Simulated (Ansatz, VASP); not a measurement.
**Two plane-wave programs on MoH5**

```
CELL_PARAMETERS angstrom
3.14792 0.00000 0.00000
0.00000 3.14792 0.00000
0.00000 0.00000 3.30833
ATOMIC_POSITIONS crystal
H 0.21199 0.50000 0.00000
H 0.78801 0.50000 0.00000
H 0.50000 0.21199 0.00000
H 0.50000 0.78801 0.00000
H 0.00000 0.00000 0.00000
Mo 0.00000 0.00000 0.50000
```

Alike in both runs: functional PBE; k mesh 12 × 12 × 12; occupations gaussian, width 0.1 eV; no spin polarisation.

Ansatz relaxed the structure, and its values are those at the end. VASP's run is a single point on that final structure, the one shown.

|  | VASP | Ansatz |
| --- | --- | --- |
| version | VASP 6.6.1 | Ansatz 0.2.0 |
| potentials or method | VASP PAW PBE potentials, release 64 (H, Mo_sv) | scalar-relativistic, plane waves, PAW |
| plane-wave cutoff (eV) | 520 | 420 |
| valence electrons in the cell | 19 | 19 |

Ansatz gave:

| Item | Value |
| --- | --- |
| gap on the k mesh at the Fermi level (eV) | none |
| pressure (GPa) | 0.0 |

Q: Estimate VASP's values.

A: gap on the k mesh at the Fermi level (eV): none; pressure (GPa): -0.1.

A gap of «none» marks a metal or a gap that the smearing closes.
